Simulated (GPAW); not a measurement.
# A self-consistent single point of NaBr (Fm-3m, 2 atoms in the cell) with GPAW

Method: PBE, GPAW PAW datasets PBE (gpaw-data 1.0.1) (plane waves; GPAW).

Input:

```python
from ase import Atoms
from ase.units import GPa
from gpaw import GPAW

atoms = Atoms(['Na', 'Br'],
              cell=[[0.000000, 2.964502, 2.964502],
                    [2.964502, 0.000000, 2.964502],
                    [2.964502, 2.964502, 0.000000]],
              positions=[[0.000000, 0.000000, 0.000000],
                         [2.964502, 2.964502, 2.964502]],
              pbc=True)

calc = GPAW(mode={'name': 'pw', 'ecut': 850},
            xc='PBE',
            kpts=(5, 5, 5),
            occupations={'name': 'fermi-dirac', 'width': 0.01},
            nbands=-8,
            convergence={'forces': 0.001, 'bands': -6},
            symmetry={'symmorphic': False, 'tolerance': 0.0005},
            maxiter=120,
            txt='-')

atoms.calc = calc

energy = atoms.get_potential_energy()
print('Energy (eV):', round(energy, 6))
forces = atoms.get_forces()
print('Forces (eV/Ang):')
print(forces.round(5))
stress = atoms.get_stress()
print('Stress (GPa, Voigt):', (stress / GPa).round(4))
```

Output (repeated stretches shortened):

```
Input parameters:
  convergence: {bands: -6,
                forces: 0.001}
  kpts: [5 5 5]
  maxiter: 120
  mode: {ecut: 850,
         name: pw}
  nbands: -8
  occupations: {name: fermi-dirac,
                width: 0.01}
  symmetry: {symmorphic: False,
             tolerance: 0.0005}
  xc: PBE

species:
  Na:
    name: Sodium
    Z: 11.0
    valence: 7
    core: 4
    charge: 0.0
    file: Na.PBE.gz

    # Using partial waves for Na as LCAO basis

  Br:
    name: Bromine
    Z: 35.0
    valence: 7
    core: 28
    charge: 0.0
    file: Br.PBE.gz

    # Using partial waves for Br as LCAO basis

Reference energy: -75320.858227  # eV

Spin-paired calculation

Convergence criteria:
 Maximum [total energy] change in last 3 cyles: 0.0005 eV / valence electron
 Maximum integral of absolute [dens]ity change: 0.0001 electrons / valence electron
 Maximum integral of absolute [eigenst]ate change: 4e-08 eV^2 / valence electron
 Maximum change in the atomic [forces] across last 2 cycles: 0.001 eV/Ang OR
Maximum error relative to the maximum force is below inf
 Maximum number of scf [iter]ations: 120

Symmetries present (total): 48
Symmetries with fractional translations: 0
125 k-points: 5 x 5 x 5 Monkhorst-Pack grid
10 k-points in the irreducible part of the Brillouin zone
       k-points in crystal coordinates                weights
   0:     0.00000000    0.00000000    0.00000000          1/125
   1:     0.20000000    0.20000000    0.00000000          6/125
   2:     0.20000000    0.20000000    0.20000000          8/125
   [... 7 lines left out ...]

Wave functions: Plane wave expansion
  Cutoff energy: 850.000 eV
  Number of coefficients (min, max): 2891, 2945
  Pulay-stress correction: 0.000000 eV/Ang^3 (de/decut=0.000000)

Occupation numbers: Fermi-Dirac:
  width: 0.0100  # eV

Eigensolver

Densities:
  Coarse grid: 30*30*30 grid
  Fine grid: 60*60*60 grid
  Total Charge: 0.000000

Density mixing:
  Method: separate
  Backend: pulay
  Linear mixing parameter: 0.05
  old densities: 5
  Damping of long wavelength oscillations: 50

Hamiltonian:
  XC and Coulomb potentials evaluated on a 60*60*60 grid
  External potential:
    NoExternalPotential

XC parameters: PBE with 2 nearest neighbor stencil

Number of atoms: 2
Number of atomic orbitals: 11
Number of bands in calculation: 15
Number of valence electrons: 14
Bands to converge: 9

Density initialized from atomic densities
  11 bands from LCAO basis set
  4 bands from random numbers

Atomic positions and initial magnetic moments

Positions:
   0 Na     0.000000    0.000000    0.000000    ( 0.0000,  0.0000,  0.0000)
   1 Br     2.964502    2.964502    2.964502    ( 0.0000,  0.0000,  0.0000)

Unit cell:
           periodic     x           y           z      points  spacing
  1. axis:    yes    0.000000    2.964502    2.964502    30     0.1141
  2. axis:    yes    2.964502    0.000000    2.964502    30     0.1141
  3. axis:    yes    2.964502    2.964502    0.000000    30     0.1141

  Lengths:   4.192439   4.192439   4.192439
  Angles:   60.000000  60.000000  60.000000

Effective grid spacing dv^(1/3) = 0.1245

     iter     time        total  log10-change:
                         energy   eigst   dens  force
iter:   1 --:--:--    -6.130980   +0.54
iter:   2 --:--:--    -6.123870   -0.59  -1.37
iter:   3 --:--:--    -6.094887   -1.96  -1.40
iter:   4 --:--:--    -6.102008   -3.29  -1.69
iter:   5 --:--:--    -6.104740   -3.49  -1.89
iter:   6 --:--:--    -6.104749c  -5.30  -3.05
iter:   7 --:--:--    -6.104768c  -5.89  -3.04
iter:   8 --:--:--    -6.104810c  -5.62  -3.26
iter:   9 --:--:--    -6.104809c  -7.46c -3.79
iter:  10 --:--:--    -6.104805c  -6.95  -3.82
iter:  11 --:--:--    -6.104805c  -7.62c -4.13c
iter:  12 --:--:--    -6.104805c  -7.93c -4.27c -22.99c

Converged after 12 iterations.

Dipole moment: (-0.000000, -0.000000, -0.000000) |e|*Ang

Energy contributions relative to reference atoms: (reference = -75320.858227)

Kinetic:        +10.034698
Potential:       -9.765610
External:        +0.000000
XC:              -6.343416
Entropy (-ST):   -0.000000
Local:           -0.030476
SIC:             +0.000000
--------------------------
Free energy:     -6.104805
Extrapolated:    -6.104805

Showing only first 2 kpts
 Kpt  Band  Eigenvalues  Occupancy
  0     5     -0.12588    2.00000
  0     6     -0.12588    2.00000
  0     7      4.10616    0.00000
  0     8      9.74329    0.00000

  1     5     -0.38748    2.00000
  1     6     -0.38748    2.00000
  1     7      5.64693    0.00000
  1     8      8.24566    0.00000

Fermi level: 1.58716

Gap: 4.232 eV
Transition (v -> c):
  (s=0, k=0, n=6, [0.00, 0.00, 0.00]) -> (s=0, k=0, n=7, [0.00, 0.00, 0.00])
No difference between direct/indirect transitions
Energy (eV): -6.104805

Forces in eV/Ang:
  0 Na   -0.00000    0.00000    0.00000
  1 Br   -0.00000    0.00000    0.00000

Stress tensor:
    -0.007451     0.000000     0.000000
     0.000000    -0.007451    -0.000000
     0.000000    -0.000000    -0.007451
Stress (GPa, Voigt): [-1.1937 -1.1937 -1.1937 -0.      0.      0.    ]
```

The run converged in 12 iterations. GPAW prints stress with tension positive.

The starting cell comes from a database of computed structures (which also holds hypothetical and non-ambient phases and stackings), without a prior relaxation at this level. Its lattice was rescaled by a random factor within 2.5 % of one.
